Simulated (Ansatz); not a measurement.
An Ansatz input and the part of its output that reports the observables at the nuclei.

The cell is a structure deposited in the COD, relaxed with PBE at fixed cell and then changed (z compressed by 2 %, ions relaxed).

```yaml
crystal:
  lattice:
    - [11.32, 0.0, 0.0]
    - [0.0, 4.05, 0.0]
    - [0.0, 0.0, 4.15716]
  atoms:
    - { symbol: Sn, position: [0.1203544246, 0.25, 0.1079622665] }
    - { symbol: Sn, position: [0.3796455754, 0.75, 0.6079622665] }
    - { symbol: Sn, position: [0.6203544246, 0.25, 0.3920377335] }
    - { symbol: Sn, position: [0.8796455754, 0.75, 0.8920377335] }
    - { symbol: S, position: [0.8516662376, 0.25, 0.476949569] }
    - { symbol: S, position: [0.6483337624, 0.75, 0.976949569] }
    - { symbol: S, position: [0.3516662376, 0.25, 0.023050431] }
    - { symbol: S, position: [0.1483337624, 0.75, 0.523050431] }
kpoints:
  mp_grid: { grid: [4, 11, 10] }
scf:
  occupations: { method: fermi_dirac, width: 0.02 }
hamiltonian:
  xc: pbe
  pseudopotentials: { kind: paw }
output:
  forces: true
  stress: true
  populations: true
  efg:
    quadrupole_moments_barn: { Sn: -0.132, S: -0.0694 }
    contact_densities: true
  write_density: true
  write_potential: true
  elf: true
  volumetric_format: npy
relax:
  f_tol: 0.02
  max_steps: 60
```

The quadrupole moment typed for Sn is that of the 23.9 keV Mössbauer state of ¹¹⁹Sn; the ground state has I = 1/2 and no quadrupole moment.

```sh
ansatz run input.yaml --threads 1 --pin off --max-ram 3072MiB --backend cpu --events-out ev --progress --plain --runs-dir out
```

The run relaxes the ions first, and the block belongs to the relaxed positions.

Of the output, the block on the nuclei alone is shown; the set-up, the SCF iterations, energies, forces and stress are cut. One atom of each set with nearly equal values is shown.

```
--- PAW observables at the nuclei: V_zz in 10²¹ V/m², potentials from the cell's mean, atoms counted from 1 ---
  atom   1  Sn V_zz =   -11.143603   η = 0.2871   by run symmetry: allowed   C_q = +35.5675 MHz
            electrostatic potential = -8171.553837 V   contact ρ = 1236466.416081 e/Å³
  atom   5  S  V_zz =    -2.503854   η = 0.1094   by run symmetry: allowed   C_q = +4.2017 MHz
            electrostatic potential = -1635.549241 V   contact ρ = 19770.510837 e/Å³
```

The relaxation (5 steps) took 3.5 min of wall time (3.5 min of CPU time) and 1.1 GiB at its peak, on 1 thread of Intel Xeon Platinum 8488C (Sapphire Rapids) (x86_64; 16 cores open to the job, memory cap 3.0 GiB, no GPU), a shared host with a load of 0.5 a core.

Without spin–orbit coupling (the program notes it for Sn) the gradients can shift somewhat, as the gap is small.
